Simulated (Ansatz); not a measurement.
**SnO2: strain energy, fitted**

SnO2, P4_2/mnm, a = 4.827 Å, c = 3.238 Å. Ansatz: PBE, PAW, 420 eV, Γ-centred 6×6×8 mesh on 6 atoms, Gaussian smearing 0.02 eV; no spin polarisation. Series: biaxial strain in the a-b plane, c and atoms relaxed; x is the strain in per cent. y is the free energy over the unstrained cell, V0 = 12.576 Å³/atom.

```tsv
x (%)	y (meV/atom)
-4.5	?
-3.0	19.98
-1.5	4.84
0.0	0.00
1.5	4.43
3.0	16.94
4.5	36.37
```

Problem. Fit y = c2 x² + c3 x³ to the other rows, turn c2 into a modulus, and predict the missing energy.

Solution. Least squares on the rows shown. y = 2.0511 x² − 0.056634 x³. In eV per unit strain² c2 is 20.51; M is the biaxial modulus (E = M V0 ε²): 20.51 × 160.2 / (12.576) = 261 GPa. At x = -4.5 the fit asked for gives 46.70 meV/atom. The run gave 46.11 meV/atom, so the fit is 0.59 meV/atom too high, 1.3 % of the span of the series, against an rms of 0.02 meV/atom on the fitted rows. The row lies outside the fitted range. With a term in x⁴ added, a fit to the same known rows predicts 46.62 meV/atom, no real gain.